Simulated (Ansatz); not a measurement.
Method: PBEsol, scalar-relativistic; no spin polarisation; PAW, 420 eV, Γ-centred 8×8×8 mesh, 0.05 eV Gaussian smearing; code Ansatz; PAW files: Ansatz's generated set soft_2.

A crystal of composition XS, relaxed at this level of theory, gives this pattern between 10° and 80°.

Cu Kα1 powder pattern (kinematic, no thermal factors).
2θ (°) (relative intensity): 22.18 (100), 25.66 (26), 36.61 (60), 43.22 (51), 45.24 (8), 52.74 (10), 57.89 (21), 59.55 (11), 65.91 (21), 70.47 (16), 77.82 (6)

Which lattice and cell does the pattern come from?

Cubic, space group F-43m (No. 216), a = 6.937 Å, b = 6.937 Å, c = 6.937 Å, α = 90.00°, β = 90.00°, γ = 90.00°. The line positions fix the lattice at most, not the space group, and lines under 1 % of the strongest aren't listed; this is the group of the computed cell.

The calculation on XS, where X is one element, gave:

```json
{
  "Band gap": "2.67 eV",
  "Smallest direct gap": "3.36 eV",
  "Formation energy from the elements (0 K, uncorrected)": "-1.87 eV/atom",
  "Bulk modulus (Birch–Murnaghan)": "30 GPa",
  "Pressure derivative B0′": "4.0",
  "Shear modulus (Hill)": "3.7 GPa",
  "Young's modulus": "10.7 GPa",
  "Poisson's ratio": "0.44",
  "Elastically stable": "barely (least eigenvalue 2.7 GPa), so the shear moduli are uncertain"
}
```

Sites: X on 4a, S on 4d.

Which element is X?
A. Ce
B. Cs
C. Ba
D. La

C. X is Ba, so the compound is BaS.

This is a trial structure; measured cells of the compound in the Crystallography Open Database are in space group Fm-3m (rock salt).

Kohn–Sham gaps of semilocal functionals lie under measured ones, often by a third or more. These numbers lack spin–orbit coupling.
